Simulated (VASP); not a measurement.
Na2S:

```
Na S
1.0
     0.00000    3.25164    3.25164
     3.25164    0.00000    3.25164
     3.25164    3.25164    0.00000
Na S
2 1
Direct
  0.25000 0.25000 0.25000
  0.75000 0.75000 0.75000
  0.00000 0.00000 0.00000
```

The cell comes from a database or a generator and needn't be the stable form of this composition.

Base run:

| Quantity | Value |
| --- | --- |
| Program | VASP 6.6.1 |
| Functional | r2SCAN |
| Potentials or basis | VASP PAW PBE potentials, release 64 (Na_pv, S) |
| Cutoff | 520 eV |
| k mesh | 8 × 8 × 8 |
| Occupations | gaussian, width 0.02 eV |
| Spin | no spin polarisation |

Its results: band gap on the k mesh 3.13 eV, direct; pressure 0.0 GPa.

Q: The run is repeated on the same cell with these changes: functional from r2SCAN to PBEsol; k mesh from 8 × 8 × 8 to 12 × 12 × 12. What comes out?

A: Band gap on the k mesh 2.42 eV, direct; pressure 0.1 GPa.

Several settings changed at once, so the effect can't be laid on one alone.

Caveats: the PAW data sets were made with another functional, which shifts forces and pressure a little.

A k mesh can miss the band edges.
